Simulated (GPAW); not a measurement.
Runs of GPAW 26.7.0 on CdO2. It takes space group P-3m1 (No. 164, trigonal). Conventional cell: a = 3.476 Å, b = 3.476 Å, c = 4.148 Å, α = 90.00°, β = 90.00°, γ = 120.00°. Cd (site symmetry -3m) is surrounded by 6 O at 2.25 Å. O (site symmetry 3m) is surrounded by 3 Cd at 2.25 Å. The cell comes from a database or a generator and needn't be the stable form of this composition.

| level | gap on the mesh (eV) | pressure (GPa) | relaxed volume (Å³/atom) | largest force (eV/Å) |
| --- | --- | --- | --- | --- |
| PBEsol+D3(BJ) | none | 0.0 | (b) | - |
| PBEsol+D4 | none | 0.0 | (a) | - |
| PBEsol+D3 | none | -0.1 | 11.43 | 0.01 |
| PBEsol+D3(BJ)+ATM | none | 0.0 | 11.39 | - |
| PBEsol | none | 0.1 | 11.60 | 0.01 |

Alike in all rows: task relaxation of cell and atoms; potentials or basis PAW data sets generated in the run's folder for this functional, pw; no spin polarisation; cell relaxed; k mesh 7 × 7 × 5; cutoff (eV) 800; smearing fermi-dirac 0.05 eV.

Fill in the values left out.

(a) 11.40; (b) 11.34.

Caveats: later steps reuse the first step's grids; the volume moved by over 15 % at a fixed basis, so the end points are rough; pairwise dispersion overbinds metals, which lowers pressure and volume (some runs).

A k mesh can miss the band edges, and the runs leave out spin-orbit coupling on Cd.

A gap of «none» marks a metal or a gap under the smearing width.

Runs at the PBE level aren't shown here.
